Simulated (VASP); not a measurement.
# AlN: convergence, band structure

AlN, P6_3mc (no. 186), 4 atoms in the cell. R2SCAN; PAW potentials Al, N (PBE set). VASP 6.6.1.

Wanted: band energies at the path's corners within 0.02 eV; smallest gap over path and mesh within 0.01 eV.

What the run is for: bands; Accuracy asked: standard; Route: KPOINTS_OPT.

Band energies at the path's corners: counted from the valence top.

POSCAR:
```
AlN
1.0
    3.1130000000      0.0000000000      0.0000000000
   -1.5565000000      2.6959370820      0.0000000000
    0.0000000000      0.0000000000      4.9810000000
Al N
2 2
Direct
    0.6666666667      0.3333333333      0.5000000000
    0.3333333333      0.6666666667      0.0000000000
    0.6666666667      0.3333333333      0.8800000000
    0.3333333333      0.6666666667      0.3800000000
```

The series start from Plane-wave cutoff (eV): 460; k-point mesh: 7 × 7 × 4; k points a path segment: 12; Electronic threshold (eV): 1e-6; Precision mode (PREC): Accurate; Bands in all (NBANDS): 22; Aspherical gradient terms in the spheres (LASPH): yes. Each series keeps the choices made before it, and each single choice may use up half of a tolerance.

## Plane-wave cutoff (eV)

| Plane-wave cutoff (eV) | Band energies at the path's corners, largest deviation (eV) | Smallest gap over path and mesh (eV) | Time (s) |
|---|---|---|---|
| 320 | 0.096 | 4.851 | 78 |
| 400 | 0.017 | 4.882 | 105 |
| 460 | 0.008 | 4.899 | 109 |
| 520 | 0.002 | 4.899 | 113 |
| 640 (reference) | 0.000 | 4.898 | 206 |

Chosen: 460, the loosest value from which every tighter one stays within half of the tolerance.

## k-point mesh

| k-point mesh | Band energies at the path's corners, largest deviation (eV) | Smallest gap over path and mesh (eV) | Time (s) |
|---|---|---|---|
| 3 × 3 × 2 | 0.053 | 4.876 | 70 |
| 4 × 4 × 2 | 0.011 | 4.894 | 73 |
| 4 × 4 × 3 | 0.013 | 4.893 | 66 |
| 5 × 5 × 3 | 0.003 | 4.898 | 66 |
| 7 × 7 × 4 | 0.000 | 4.899 | 109 |
| 8 × 8 × 5 | 0.001 | 4.898 | 94 |
| 10 × 10 × 6 (reference) | 0.000 | 4.899 | 145 |

Chosen: 5 × 5 × 3.

## Electronic threshold (eV)

| Electronic threshold (eV) | Band energies at the path's corners, largest deviation (eV) | Smallest gap over path and mesh (eV) | Time (s) |
|---|---|---|---|
| 0.001 | 0.002 | 4.893 | 34 |
| 0.0001 | 0.001 | 4.897 | 42 |
| 1e-5 | 0.001 | 4.897 | 50 |
| 1e-6 | 0.000 | 4.898 | 44 |
| 1e-7 (reference) | 0.000 | 4.898 | 67 |

Chosen: 0.001.

## Precision mode (PREC)

| Precision mode (PREC) | Band energies at the path's corners, largest deviation (eV) | Smallest gap over path and mesh (eV) | Time (s) |
|---|---|---|---|
| SingleN | 0.006 | 4.893 | 18 |
| Normal | 0.002 | 4.893 | 18 |
| Accurate (reference) | 0.000 | 4.893 | 34 |

Chosen: SingleN.

## Bands in all (NBANDS)

| Bands in all (NBANDS) | Band energies at the path's corners, largest deviation (eV) | Smallest gap over path and mesh (eV) | Time (s) |
|---|---|---|---|
| 10 | 0.101 | 4.894 | 12 |
| 11 | 0.004 | 4.894 | 13 |
| 12 | 0.004 | 4.894 | 13 |
| 14 | 0.004 | 4.892 | 13 |
| 22 | 0.001 | 4.893 | 18 |
| 32 (reference) | 0.000 | 4.896 | 27 |

Chosen: 11.

## Aspherical gradient terms in the spheres (LASPH)

| Aspherical gradient terms in the spheres (LASPH) | Band energies at the path's corners, largest deviation (eV) | Smallest gap over path and mesh (eV) | Time (s) |
|---|---|---|---|
| yes | 0.000 | 4.894 | 13 |
| no | 0.001 | 4.894 | 9.6 |

Chosen: yes; no other choice that stays within half of the tolerance saves 30 % of the time.

Also changed on the way, by series that aren't shown: k points a path segment: 5.

## All choices together

| Input | Band energies at the path's corners, largest deviation (eV) | Smallest gap over path and mesh (eV) | Time (s) |
|---|---|---|---|
| the program's defaults (naive) | 0.019 | 4.879 | 20 |
| chosen settings | 0.011 | 4.894 | 13 |
| reference settings throughout | 0.000 | 4.899 | 1046 |

The tolerance is met.

## The input

INCAR:
```
METAGGA = R2SCAN
ISMEAR = 0
SIGMA = 0.03
LWAVE = False
LCHARG = False
NBANDS = 11
PREC = SingleN
LASPH = True
LREAL = False
ALGO = Normal
EDIFF = 0.001
NELM = 120
GGA_COMPAT = False
ENCUT = 460
EFERMI = MIDGAP
LMIXTAU = True
```

KPOINTS:
```
Automatic mesh
0
Gamma
  5 5 3
  0 0 0
```

KPOINTS_OPT:
```
path GMKGALHA,LM,KH
5
line-mode
reciprocal
 0.0000000000  0.0000000000  0.0000000000  G
 0.5000000000  0.0000000000  0.0000000000  M

 0.5000000000  0.0000000000  0.0000000000  M
 0.3333333333  0.3333333333  0.0000000000  K

 0.3333333333  0.3333333333  0.0000000000  K
 0.0000000000  0.0000000000  0.0000000000  G

 0.0000000000  0.0000000000  0.0000000000  G
 0.0000000000  0.0000000000  0.5000000000  A

 0.0000000000  0.0000000000  0.5000000000  A
 0.5000000000  0.0000000000  0.5000000000  L

 0.5000000000  0.0000000000  0.5000000000  L
 0.3333333333  0.3333333333  0.5000000000  H

 0.3333333333  0.3333333333  0.5000000000  H
 0.0000000000  0.0000000000  0.5000000000  A

 0.5000000000  0.0000000000  0.5000000000  L
 0.5000000000  0.0000000000  0.0000000000  M

 0.3333333333  0.3333333333  0.0000000000  K
 0.3333333333  0.3333333333  0.5000000000  H
```

Commands:
```
cat potpaw_PBE.64/Al/POTCAR potpaw_PBE.64/N/POTCAR > POTCAR
mpirun -np 1 vasp_std > vasp.out
```

Limits: r2SCAN gaps are mostly well below measured ones.

The chosen input took VASP 6.6.1 13 s on 1 core (Intel Xeon 6975P-C (Granite Rapids)), a shared host.

## An input that fails: fixed density asked without a density file

VASP's message: ERROR: charge density could not be read from file CHGCAR for ICHARG>10.

Changes against the starting input:
```
- NELM = 120
+ NELM = 56
+ ICHARG = 11
```
